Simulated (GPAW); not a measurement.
## Pb: band structure with BLYP

The system is Pb.

```xyz
1
Lattice="0.0000 2.4750 2.4750 2.4750 0.0000 2.4750 2.4750 2.4750 0.0000" Properties=species:S:1:pos:R:3 pbc="T T T"
Pb    0.0000    0.0000    0.0000
```

- Program: GPAW 26.7.0
- Task: band structure
- Functional: BLYP
- Potentials or basis: PAW data sets generated in the run's folder for this functional
- Cutoff: 600 eV
- Basis: pw
- k mesh: 9 × 9 × 9
- Occupations: fermi-dirac, width 0.05 eV
- Spin: no spin polarisation
- Eigensolver: davidson
- Maxiter: 150
- Band path: GXWKGLUWLK,UX
- Band points: 100

| Item | Value |
| --- | --- |
| Pressure | 5.6 GPa |
| Band gap along the path | none (metal or under the smearing width) |

Levels at the corners of the path, in eV from the Fermi level:
| point | band 3 | band 4 | band 5 | band 6 | band 7 | band 8 | band 9 | band 10 |
| --- | --- | --- | --- | --- | --- | --- | --- | --- |
| Γ | -16.96 | -16.82 | -16.82 | -11.62 | 7.32 | 7.32 | 7.32 | 10.28 |
| X | -16.70 | -16.65 | -16.65 | -6.70 | -3.10 | 2.10 | 2.10 | 5.91 |
| W | -16.90 | -16.77 | -16.65 | -6.61 | -1.21 | -1.21 | 0.50 | 11.13 |
| K | -16.76 | -16.75 | -16.69 | -6.79 | -2.12 | -1.02 | 3.01 | 6.94 |
| Γ | -16.96 | -16.82 | -16.82 | -11.62 | 7.32 | 7.32 | 7.32 | 10.28 |
| L | -16.95 | -16.69 | -16.69 | -8.08 | -3.98 | 5.51 | 5.51 | 9.80 |
| U | -16.76 | -16.75 | -16.69 | -6.79 | -2.12 | -1.02 | 3.01 | 6.94 |
| W | -16.90 | -16.77 | -16.65 | -6.61 | -1.21 | -1.21 | 0.50 | 11.13 |
| L | -16.95 | -16.69 | -16.69 | -8.08 | -3.98 | 5.51 | 5.51 | 9.80 |
| K | -16.76 | -16.75 | -16.69 | -6.79 | -2.12 | -1.02 | 3.01 | 6.94 |
| U | -16.76 | -16.75 | -16.69 | -6.79 | -2.12 | -1.02 | 3.01 | 6.94 |
| X | -16.70 | -16.65 | -16.65 | -6.70 | -3.10 | 2.10 | 2.10 | 5.91 |

Run time: 26 s on 1 thread of Arm Neoverse V1 (shared host), peak memory 0.2 GiB.

Caveat: spin-orbit coupling is left out, which moves the levels of the heavy elements.
